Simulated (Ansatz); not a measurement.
The parent structure is RuO2 in the rutile structure (space group P4_2/mnm, No. 136; a = 4.480 Å, c = 3.107 Å). Axes: x, y, z lie along a, b, c of the conventional cell.

Calculations: Ansatz (a first-principles code), r2SCAN, PAW, cutoff 500 eV, spin-orbit coupling left out.

Strains are applied to the cell and any free atomic positions relax.

One change was made to it. Results:

The energy goes up by 2.6 meV/atom; the shortest interatomic distance decreases by 0.016 Å (1.934 Å → 1.918 Å); the pressure (mean of the normal stresses, compression positive) goes from zero to 3.5 GPa.

### Question
Which change produced these results?
A. strain tensor (xx, yy, zz, yz, xz, xy) = (−1.60, +0.39, −0.06, −0.35, +0.05, −0.42) %
B. tensor shear ε_xy = −2.09 %
C. tensor shear ε_xy = +0.63 %

### Answer
A, strain tensor (xx, yy, zz, yz, xz, xy) = (−1.60, +0.39, −0.06, −0.35, +0.05, −0.42) %. For comparison, the energy relative to the base in the other runs: tensor shear ε_xy = +0.63 % gives +1.2 meV/atom; tensor shear ε_xy = −2.09 % gives +14 meV/atom.

Without a gap, meshes like the base's 11×11×15 leave anisotropic stresses uncertain by several tenths of a GPa, and small strain energies with them. Whether these cells are dynamically stable was not tested. Seeded moments were not kept for the base. No Hubbard U is applied, and correlation can decide whether such a compound is a metal. The final runs are not spin-polarised.
